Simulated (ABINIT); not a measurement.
## InP (F-43m): G0W0 in ABINIT against the bands in the screening

How does the gap of InP (F-43m) converge in the bands in the screening?

Calculated with ABINIT 10.8.3; PBE and many-body steps on it, plane waves.

The database entry behind the starting cell differs from later determinations by our own check (0.1 to 0.3 % short, probably kX units), so it need not match the best structure at ambient conditions.

### Step 1. Set-up

The structure is cubic, space group F-43m (No. 216). Conventional cell: a = 5.861 Å, b = 5.861 Å, c = 5.861 Å, α = 90.00°, β = 90.00°, γ = 90.00°. In has 4 P at 2.54 Å nearest. Nearest to P lie 4 In at 2.54 Å. Farther neighbours are not listed.

The cell and positions come from the Crystallography Open Database and are kept as given unless a step says otherwise.

### Step 2. Screening, 4×4×4 mesh, 17 bands, screening to 106.1 eV

This step: ABINIT 10.8.3; RPA screening on PBE, plane waves, norm-conserving pseudopotentials.

The RPA dielectric matrix is built and inverted for each q.

Input file run.abi:

```
acell 3*1.0 Angstrom
rprim 
  -0.000000000000 2.930500000000 2.930500000000
  2.930500000000 -0.000000000000 2.930500000000
  2.930500000000 2.930500000000 -0.000000000000
ntypat 2
znucl 49 15
natom 2
typat 1 2
xred 
  0.000000000000 0.000000000000 0.000000000000
  0.250000000000 0.250000000000 0.250000000000
pp_dirpath "pseudos"
pseudos "In.upf, P.upf"
ecut 31
ngkpt 4 4 4
nshiftk 1
shiftk 0 0 0
kptopt 1
chksymbreak 0
istwfk *1
occopt 1
irdwfk 1
optdriver 3
nband 17
ecuteps 3.9
inclvkb 2
awtr 1
symchi 1
indata_prefix "in"
outdata_prefix "out"
tmpdata_prefix "tmp"
```

Started as:

```
> OMP_NUM_THREADS=1 mpirun -n 4 abinit run.abi > log
```

What it wrote:

```text
.Version 10.8.3 of ABINIT. v10.8.2 released Aug 2026.

 Symmetries : space group F-4 3 m (#216); Bravais cF (face-center cubic)
[... echo of the input left out ...]
== DATASET  1 ==================================================================
-   mpi_nproc: 4, omp_nthreads: 1 (-1 if OMP is not activated)

--- !DatasetInfo
iteration_state: {dtset: 1, }
dimensions: {natom: 2, nkpt: 8, mband: 17, nsppol: 1, nspinor: 1, nspden: 1, mpw: 2826, }
cutoff_energies: {ecut:  31.0, pawecutdg:  -1.0, }
electrons: {nelect:   1.80000000E+01, charge:   0.00000000E+00, occopt:   1.00000000E+00, tsmear:   1.00000000E-02, }

 SCREENING: Calculation of the susceptibility and dielectric matrices

 Based on a program developped by R.W. Godby, V. Olevano, G. Onida, and L. Reining.
 Incorporated in ABINIT by V. Olevano, G.-M. Rignanese, and M. Torrent.
.Using double precision arithmetic ; gwpc =  8

[... cell and pseudopotentials left out ...]
--------------------------------------------------------------------------------

 ==== K-mesh for the wavefunctions ====
 Number of points in the irreducible wedge :     8
[... list of points left out ...]
 Together with 24 symmetry operations and time-reversal symmetry
 yields    64 points in the full Brillouin Zone.

 ==== Q-mesh for the screening function ====
 Number of points in the irreducible wedge :     8
[... list of points left out ...]
 Together with 24 symmetry operations and time-reversal symmetry
 yields    64 points in the full Brillouin Zone.

 setmesh: FFT mesh size selected  =    27x   27x   27
          total number of points  =        19683

 vcoul_init : cutoff-mode = AUXILIARY_FUNCTION
 q-points for optical limit:   1
     1)      0.000010    0.000020    0.000030

- screening: taking advantage of time-reversal symmetry
- Maximum band index for partially occupied states nbvw = 9
- Remaining bands to be divided among processors   nbcw = 8
- Number of bands treated by each node ~2

 Number of electrons calculated from density =   18.0000; Expected =   18.0000
 average of density, n =  0.052993
 r_s =    1.6516
 omega_plasma =   22.2058 [eV]

 calculating chi0 at frequencies [eV] :
  1    0.000000E+00    0.000000E+00
  2    0.000000E+00    2.220578E+01

--------------------------------------------------------------------------------
  q-point number  1        q = ( 0.000000, 0.000000, 0.000000) [r.l.u.]
--------------------------------------------------------------------------------
[... chi0 elements left out ...]
 For q-point:  0.000010 0.000020 0.000030
  dielectric constant =  42.1680
  dielectric constant without local fields =  45.0485

  Average fulfillment of the sum rule on Im[epsilon] for q-point    1 :     13.74  [%]
[... wings left out ...]
  q-point number  2        q = ( 0.250000, 0.000000, 0.000000) [r.l.u.]
--------------------------------------------------------------------------------
[... chi0 elements left out ...]
  Average fulfillment of the sum rule on Im[epsilon] for q-point    2 :     39.87  [%]

 [... 6 further q-points ...]
```

Run time: 3.7 s. Hardware: 4 MPI ranks of Arm Neoverse V1, shared host; peak memory 0.41 GiB; 15 s of CPU time.

This step gave:

| Quantity | Value |
| --- | --- |
| ε∞ with local fields, on this mesh, along the program's q direction | 42.17 |
| the same without local fields | 45.05 |
| plasma frequency | 22.21 eV |
| plane waves in the screening matrix | 137 |

Local fields lower ε∞ by 6 %. On a Γ-centred mesh this coarse the value itself is usually too large, while a short band sum pulls it down.

### Step 3. 17 bands

The self-energy is evaluated for the states that the input lists, and the levels follow from it, in one-shot runs by the linearised quasiparticle equation.

This step: G0W0 on PBE, plane waves, norm-conserving pseudopotentials.

Edit run.abi of step 2 so:

```diff
@@ -23,8 +23,15 @@
 irdwfk 1
-optdriver 3
-nband 17
+optdriver 4
+nband 29
+gwcalctyp 0
+ecutsigx 31
+symsigma 1
+nkptgw 1
+kptgw 
+  0.0000000000 0.0000000000 0.0000000000
+bdgw 
+  7 13
 ecuteps 3.9
-inclvkb 2
-awtr 1
-symchi 1
+irdscr 1
+ppmodel 1
 indata_prefix "in"
```

What it wrote:

```text
.Version 10.8.3 of ABINIT. v10.8.2 released Aug 2026.

 Symmetries : space group F-4 3 m (#216); Bravais cF (face-center cubic)
[... echo of the input left out ...]
== DATASET  1 ==================================================================
-   mpi_nproc: 4, omp_nthreads: 1 (-1 if OMP is not activated)

--- !DatasetInfo
iteration_state: {dtset: 1, }
dimensions: {natom: 2, nkpt: 8, mband: 29, nsppol: 1, nspinor: 1, nspden: 1, mpw: 2826, }
cutoff_energies: {ecut:  31.0, pawecutdg:  -1.0, }
electrons: {nelect:   1.80000000E+01, charge:   0.00000000E+00, occopt:   1.00000000E+00, tsmear:   1.00000000E-02, }

 SIGMA: Calculation of the GW corrections

 Based on a program developped by R.W. Godby, V. Olevano, G. Onida, and L. Reining.
 Incorporated in ABINIT by V. Olevano, G.-M. Rignanese, and M. Torrent.
.Using double precision arithmetic ; gwpc =  8

[... cell and pseudopotentials left out ...]
--------------------------------------------------------------------------------

 ==== K-mesh for the wavefunctions ====
 Number of points in the irreducible wedge :     8
[... list of points left out ...]
 Together with 24 symmetry operations and time-reversal symmetry
 yields    64 points in the full Brillouin Zone.

 ==== Q-mesh for screening function ====
 Number of points in the irreducible wedge :     8
[... list of points left out ...]
 Together with 24 symmetry operations and time-reversal symmetry
 yields    64 points in the full Brillouin Zone.

 vcoul_init : cutoff-mode = AUXILIARY_FUNCTION
 q-points for optical limit:   1
     1)      0.000010    0.000020    0.000030
 setmesh: FFT mesh size selected  =    40x   40x   40
          total number of points  =        64000

 Number of electrons calculated from density =   18.0000; Expected =   18.0000
 average of density, n =  0.052993
 r_s =    1.6516
 omega_plasma =   22.2058 [eV]

 === KS Band Gaps ===
  >>>> For spin  1
   Minimum direct gap =   0.7094 [eV], located at k-point      :   0.0000  0.0000  0.0000
   Fundamental gap    =   0.7094 [eV], Top of valence bands at :   0.0000  0.0000  0.0000
                                       Bottom of conduction at :   0.0000  0.0000  0.0000
 SIGMA fundamental parameters:
 PLASMON POLE MODEL  1
 number of plane-waves for SigmaX                 2741
 number of plane-waves for SigmaC and W            137
 number of plane-waves for wavefunctions          2741
 number of bands                                    29
 number of independent spin polarizations            1
 number of spinorial components                      1
 number of k-points in IBZ                           8
 number of q-points in IBZ                           8
 number of symmetry operations                      24
 number of k-points in BZ                           64
 number of q-points in BZ                           64
 number of frequencies for dSigma/dE                 9
 frequency step for dSigma/dE [eV]                0.25
 number of omega for Sigma on real axis              0
 max omega for Sigma on real axis  [eV]           0.00
 zcut for avoiding poles [eV]                     0.10

 EPSILON^-1 parameters (SCR file):
 dimension of the eps^-1 matrix on file            137
 dimension of the eps^-1 matrix used               137
 number of plane-waves for wavefunctions          2741
 number of bands                                    17
 number of q-points in IBZ                           8
 number of frequencies                               2
 number of real frequencies                          1
 number of imag frequencies                          1

 matrix elements of self-energy operator (all in [eV])

 Perturbative Calculation

--- !SelfEnergy_ee
iteration_state: {dtset: 1, }
kpoint     : [   0.000,    0.000,    0.000, ]
spin       : 1
KS_gap     :    0.709
QP_gap     :    1.130
Delta_QP_KS:    0.420
data: !SigmaeeData |
     Band     E0 <VxcDFT>   SigX SigC(E0)      Z dSigC/dE  Sig(E)    E-E0       E
        7   4.474 -12.528 -14.199   2.067   0.771  -0.298 -12.223   0.306   4.779
        8   4.474 -12.528 -14.199   2.067   0.771  -0.298 -12.223   0.306   4.779
        9   4.474 -12.528 -14.199   2.067   0.771  -0.298 -12.223   0.306   4.779
       10   5.183 -11.291  -7.493  -2.875   0.787  -0.270 -10.565   0.726   5.909
       11   8.562 -10.216  -6.368  -3.147   0.793  -0.262  -9.661   0.555   9.117
       12   8.562 -10.216  -6.368  -3.147   0.793  -0.262  -9.661   0.555   9.117
       13   8.562 -10.216  -6.368  -3.147   0.793  -0.262  -9.661   0.555   9.117

== END DATASET(S) ==============================================================
================================================================================

 -outvars: echo values of variables after computation  --------
           etotal      0.0000000000E+00
            nband          29
             nkpt           8
          spgroup         216
 [... the other variables as echoed above ...]

 Calculation completed.
```

Run time: 3.1 s. Hardware: 4 MPI ranks; peak memory 0.38 GiB; 12 s of CPU time.

Numbers from this step:

```yaml
g0w0_gap_on_the_points_computed: 1.13 eV
starting_gap_on_the_mesh: 0.7094 eV
k_of_the_valence_top: 0, 0, 0
k_of_the_conduction_bottom: 0, 0, 0
z_at_the_valence_top: 0.771
z_at_the_conduction_bottom: 0.787
least_direct_g0w0_gap_on_the_computed_points: 1.13 eV
```

The gap on the mesh goes from 0.71 eV to 1.13 eV, a correction of +0.42 eV.

### Step 4. Screening, 4×4×4 mesh, 29 bands, screening to 106.1 eV

This step: RPA screening on PBE, plane waves, norm-conserving pseudopotentials.

Edit run.abi of step 3 so:

```diff
@@ -23,15 +23,8 @@
 irdwfk 1
-optdriver 4
+optdriver 3
 nband 29
-gwcalctyp 0
-ecutsigx 31
-symsigma 1
-nkptgw 1
-kptgw 
-  0.0000000000 0.0000000000 0.0000000000
-bdgw 
-  7 13
 ecuteps 3.9
-irdscr 1
-ppmodel 1
+inclvkb 2
+awtr 1
+symchi 1
 indata_prefix "in"
```

What it wrote:

```text
.Version 10.8.3 of ABINIT. v10.8.2 released Aug 2026.

 Symmetries : space group F-4 3 m (#216); Bravais cF (face-center cubic)
[... echo of the input left out ...]
== DATASET  1 ==================================================================
-   mpi_nproc: 4, omp_nthreads: 1 (-1 if OMP is not activated)

--- !DatasetInfo
iteration_state: {dtset: 1, }
dimensions: {natom: 2, nkpt: 8, mband: 29, nsppol: 1, nspinor: 1, nspden: 1, mpw: 2826, }
cutoff_energies: {ecut:  31.0, pawecutdg:  -1.0, }
electrons: {nelect:   1.80000000E+01, charge:   0.00000000E+00, occopt:   1.00000000E+00, tsmear:   1.00000000E-02, }

 SCREENING: Calculation of the susceptibility and dielectric matrices

 Based on a program developped by R.W. Godby, V. Olevano, G. Onida, and L. Reining.
 Incorporated in ABINIT by V. Olevano, G.-M. Rignanese, and M. Torrent.
.Using double precision arithmetic ; gwpc =  8

[... cell and pseudopotentials left out ...]
--------------------------------------------------------------------------------

 ==== K-mesh for the wavefunctions ====
 Number of points in the irreducible wedge :     8
[... list of points left out ...]
 Together with 24 symmetry operations and time-reversal symmetry
 yields    64 points in the full Brillouin Zone.

 ==== Q-mesh for the screening function ====
 Number of points in the irreducible wedge :     8
[... list of points left out ...]
 Together with 24 symmetry operations and time-reversal symmetry
 yields    64 points in the full Brillouin Zone.

 setmesh: FFT mesh size selected  =    27x   27x   27
          total number of points  =        19683

 vcoul_init : cutoff-mode = AUXILIARY_FUNCTION
 q-points for optical limit:   1
     1)      0.000010    0.000020    0.000030

- screening: taking advantage of time-reversal symmetry
- Maximum band index for partially occupied states nbvw = 9
- Remaining bands to be divided among processors   nbcw = 20
- Number of bands treated by each node ~5

 Number of electrons calculated from density =   18.0000; Expected =   18.0000
 average of density, n =  0.052993
 r_s =    1.6516
 omega_plasma =   22.2058 [eV]

 calculating chi0 at frequencies [eV] :
  1    0.000000E+00    0.000000E+00
  2    0.000000E+00    2.220578E+01

--------------------------------------------------------------------------------
  q-point number  1        q = ( 0.000000, 0.000000, 0.000000) [r.l.u.]
--------------------------------------------------------------------------------
[... chi0 elements left out ...]
 For q-point:  0.000010 0.000020 0.000030
  dielectric constant =  42.4503
  dielectric constant without local fields =  45.1174

  Average fulfillment of the sum rule on Im[epsilon] for q-point    1 :     32.38  [%]
[... wings left out ...]
  q-point number  2        q = ( 0.250000, 0.000000, 0.000000) [r.l.u.]
--------------------------------------------------------------------------------
[... chi0 elements left out ...]
  Average fulfillment of the sum rule on Im[epsilon] for q-point    2 :     53.42  [%]

 [... 6 further q-points ...]
```

The job ended after 5.5 s (4 MPI ranks; peak memory 0.45 GiB; 22 s of CPU time).

Numbers from this step:

```yaml
eps_infinity_with_local_fields_on_this_mesh_along_the_program_s_q_direction: 42.45
the_same_without_local_fields: 45.12
plasma_frequency: 22.21 eV
plane_waves_in_the_screening_matrix: 137
```

(Continued in part 2 of 2.)

[Paths, hosts, dates, memory and timing lines, banners, echoed tables and standing remarks are left out of the program output.]

[Logs are printed without paths, hosts, clocks, repeated set-up lines and the standing remarks that a program may print on its own settings, such as how far it seeks lower states.]

[Runs of the session that timed out or met a known fault of the program may be left out.]

[Hosts, paths, dates, database ids (printed as entryN), source tags and the programs' standing remarks are cut or masked in the printed files.]

[G0W0 gaps are taken among the corrected bands and points alone; a level outside them can change the order at an edge.]

[Where Ansatz stands beside ABINIT at settings called matched, ABINIT's density can come from a denser mesh and the files from another edition; pairs whose starting gaps differed by over 0.03 eV were left out, so agreement reads better than it is.]
